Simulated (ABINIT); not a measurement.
Fe3Ge:

```
Ge Fe
1.0
     0.00000    2.87559    2.87559
     2.87559    0.00000    2.87559
     2.87559    2.87559    0.00000
Ge Fe
1 3
Direct
  0.00000 0.00000 0.00000
  0.75000 0.75000 0.75000
  0.25000 0.25000 0.25000
  0.50000 0.50000 0.50000
```

The cell comes from a database or a generator and needn't be the stable form of this composition.

- Program: ABINIT 10.8.3 (patched build)
- Task: relaxation of cell and atoms
- Functional: LDA
- Potentials or basis: JTH PAW LDA v2.0
- Cutoff: 707 eV
- k mesh: 6 × 6 × 6
- Occupations: fermi-dirac, width 0.05 eV
- Spin: collinear spin, ferromagnetic start
- Starting moments: [0.0, 3.0, 3.0, 3.0] μB

At the start: pressure -18.8 GPa; volume 11.89 Å³/atom.

Task: Where does the relaxation end?

Result: Over 5 steps the energy falls by 70.4 meV/atom and the volume is 10.80 Å³/atom (-9.2 %); space group Fm-3m (No. 225, to 0.05 Å); moment 4.86 μB per cell.

The path:
| step | energy change (eV) | largest force (eV/Å) | pressure (GPa) | volume (Å³) |
| --- | --- | --- | --- | --- |
| 1 | 0.0000 | 0.0000 | -18.85 | 47.56 |
| 2 | -0.2354 | 0.0000 | -8.52 | 44.87 |
| 3 | -0.2802 | 0.0000 | 1.53 | 42.93 |
| 4 | -0.2814 | 0.0000 | -0.07 | 43.21 |
| 5 | -0.2814 | 0.0000 | 0.00 | 43.20 |

Final structure:
```
CELL_PARAMETERS angstrom
0.00000 2.78500 2.78500
2.78500 0.00000 2.78500
2.78500 2.78500 0.00000
ATOMIC_POSITIONS crystal
Ge 0.00000 0.00000 0.00000
Fe 0.75000 0.75000 0.75000
Fe 0.25000 0.25000 0.25000
Fe 0.50000 0.50000 0.50000
```
